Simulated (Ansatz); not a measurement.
# In16O23: the cost of one run

Method: DFT, PBE, plane-wave PAW, default files, scalar-relativistic, as far as a step names no other, in Ansatz 0.2.0.

## Step 1: The structure to begin with

Symmetry: C2, No. 5, monoclinic system. Conventional cell: a = 11.564 Å, b = 10.974 Å, c = 7.971 Å, α = 90.00°, β = 94.13°, γ = 90.00°. In (site symmetry 1) is surrounded by 6 O at 2.12 to 2.26 Å. In (site symmetry 1) has 5 O at 2.12 to 2.26 Å as nearest neighbours. Only part of the 21 independent sites is listed.

Structure file:

```
CELL_PARAMETERS angstrom
-5.48700 -3.16792 4.83667
5.48700 -3.16792 4.83667
0.00000 6.33584 4.83667
ATOMIC_POSITIONS crystal
In 0.35731 0.35731 0.35731
In 0.85731 0.85731 0.35731
In 0.85731 0.35731 0.85731
In 0.35731 0.85731 0.85731
In 0.14269 0.14269 0.14269
In 0.64269 0.64269 0.14269
In 0.64269 0.14269 0.64269
In 0.14269 0.64269 0.64269
In 0.64269 0.64269 0.64269
In 0.14269 0.14269 0.64269
In 0.14269 0.64269 0.14269
In 0.64269 0.14269 0.14269
In 0.85731 0.85731 0.85731
In 0.35731 0.35731 0.85731
In 0.35731 0.85731 0.35731
In 0.85731 0.35731 0.35731
O 0.10100 0.89900 0.75000
O 0.10100 0.39900 0.25000
O 0.60100 0.89900 0.25000
O 0.75000 0.60100 0.39900
O 0.25000 0.10100 0.39900
O 0.25000 0.60100 0.89900
O 0.75000 0.10100 0.89900
O 0.39900 0.75000 0.60100
O 0.89900 0.25000 0.60100
O 0.89900 0.75000 0.10100
O 0.39900 0.25000 0.10100
O 0.39900 0.60100 0.25000
O 0.89900 0.10100 0.25000
O 0.89900 0.60100 0.75000
O 0.39900 0.10100 0.75000
O 0.25000 0.39900 0.60100
O 0.75000 0.89900 0.60100
O 0.75000 0.39900 0.10100
O 0.25000 0.89900 0.10100
O 0.60100 0.25000 0.39900
O 0.10100 0.75000 0.39900
O 0.10100 0.25000 0.89900
O 0.60100 0.75000 0.89900
```

The vacant site is at (0.601, 0.399, 0.750) in fractional coordinates of the input's cell.

## Step 2: Gradients at the starting positions

input.yaml reads:

```yaml
crystal:
  lattice:
    - [-5.487, -3.167920927, 4.8366666667]
    - [5.487, -3.167920927, 4.8366666667]
    - [0.0, 6.335841854, 4.8366666667]
  atoms:
    - { symbol: In, position: [0.35731, 0.35731, 0.35731] }
    - { symbol: In, position: [0.85731, 0.85731, 0.35731] }
    - { symbol: In, position: [0.85731, 0.35731, 0.85731] }
    - { symbol: In, position: [0.35731, 0.85731, 0.85731] }
    - { symbol: In, position: [0.14269, 0.14269, 0.14269] }
    - { symbol: In, position: [0.64269, 0.64269, 0.14269] }
    - { symbol: In, position: [0.64269, 0.14269, 0.64269] }
    - { symbol: In, position: [0.14269, 0.64269, 0.64269] }
    - { symbol: In, position: [0.64269, 0.64269, 0.64269] }
    - { symbol: In, position: [0.14269, 0.14269, 0.64269] }
    - { symbol: In, position: [0.14269, 0.64269, 0.14269] }
    - { symbol: In, position: [0.64269, 0.14269, 0.14269] }
    - { symbol: In, position: [0.85731, 0.85731, 0.85731] }
    - { symbol: In, position: [0.35731, 0.35731, 0.85731] }
    - { symbol: In, position: [0.35731, 0.85731, 0.35731] }
    - { symbol: In, position: [0.85731, 0.35731, 0.35731] }
    - { symbol: O, position: [0.101, 0.899, 0.75] }
    - { symbol: O, position: [0.101, 0.399, 0.25] }
    - { symbol: O, position: [0.601, 0.899, 0.25] }
    - { symbol: O, position: [0.75, 0.601, 0.399] }
    - { symbol: O, position: [0.25, 0.101, 0.399] }
    - { symbol: O, position: [0.25, 0.601, 0.899] }
    - { symbol: O, position: [0.75, 0.101, 0.899] }
    - { symbol: O, position: [0.399, 0.75, 0.601] }
    - { symbol: O, position: [0.899, 0.25, 0.601] }
    - { symbol: O, position: [0.899, 0.75, 0.101] }
    - { symbol: O, position: [0.399, 0.25, 0.101] }
    - { symbol: O, position: [0.399, 0.601, 0.25] }
    - { symbol: O, position: [0.899, 0.101, 0.25] }
    - { symbol: O, position: [0.899, 0.601, 0.75] }
    - { symbol: O, position: [0.399, 0.101, 0.75] }
    - { symbol: O, position: [0.25, 0.399, 0.601] }
    - { symbol: O, position: [0.75, 0.899, 0.601] }
    - { symbol: O, position: [0.75, 0.399, 0.101] }
    - { symbol: O, position: [0.25, 0.899, 0.101] }
    - { symbol: O, position: [0.601, 0.25, 0.399] }
    - { symbol: O, position: [0.101, 0.75, 0.399] }
    - { symbol: O, position: [0.101, 0.25, 0.899] }
    - { symbol: O, position: [0.601, 0.75, 0.899] }
total_charge: 2
kpoints:
  mp_grid: { grid: [3, 3, 3] }
scf:
  occupations: { method: fermi_dirac, width: 0.01 }
hamiltonian:
  xc: pbe
  pseudopotentials: { kind: paw }
output:
  forces: true
  stress: true
  populations: true
  efg:
    quadrupole_moments_barn: { In: 0.772, O: -0.02558 }
    contact_densities: true
```

Started as:

```sh
> ansatz run input.yaml --threads 1 --pin off --max-ram 3072MiB --backend cpu --events-out ev --progress --plain --runs-dir out
```

Q: Estimate wall time and peak memory on 1 thread of Intel Xeon Platinum 8488C (Sapphire Rapids), shared host.

About 2.4 min, with a peak of 1.4 GiB.
